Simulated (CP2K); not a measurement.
Crystal: GaSb.

```
Sb Ga
1.0
     4.32608    0.00000    0.00000
     2.16304    3.74649    0.00000
     2.16304    1.24883    3.53223
Sb Ga
1 1
Direct
  0.75000 0.75000 0.75000
  0.00000 0.00000 0.00000
```

Base run:

```yaml
Program: CP2K 2026.2
Functional: RPBE
Potentials_or_basis: POTENTIAL_UZH Sb GTH-PBE-q5, Ga GTH-PBE-q13; TZVP-MOLOPT-PBE-GTH basis
Density_cutoff: 9184 eV
k_mesh: 8 × 8 × 8
Occupations: fermi-dirac, width 0.05 eV
Spin: no spin polarisation
```

Its results: band gap on the k mesh 0.16 eV, direct; pressure 4.0 GPa.

Question: After a change of settings the same cell gave: band gap on the k mesh 0.39 eV, direct; pressure 3.2 GPa. Which change was it?
A. functional from RPBE to PBEsol
B. density cutoff from 9184 eV to 6123 eV; cutoff of the grids from 675 Ry to 450 Ry; dispersion from none to D3
C. functional from RPBE to LDA
D. functional from RPBE to M06-L

Answer: D.

Caveats: the potentials were made for another functional, which shifts forces and pressure; spin-orbit coupling is left out, which moves the levels of the heavy elements; the basis of atomic orbitals isn't converged, which shifts pressures, moduli and gaps.

Not every run made on this cell is shown here.
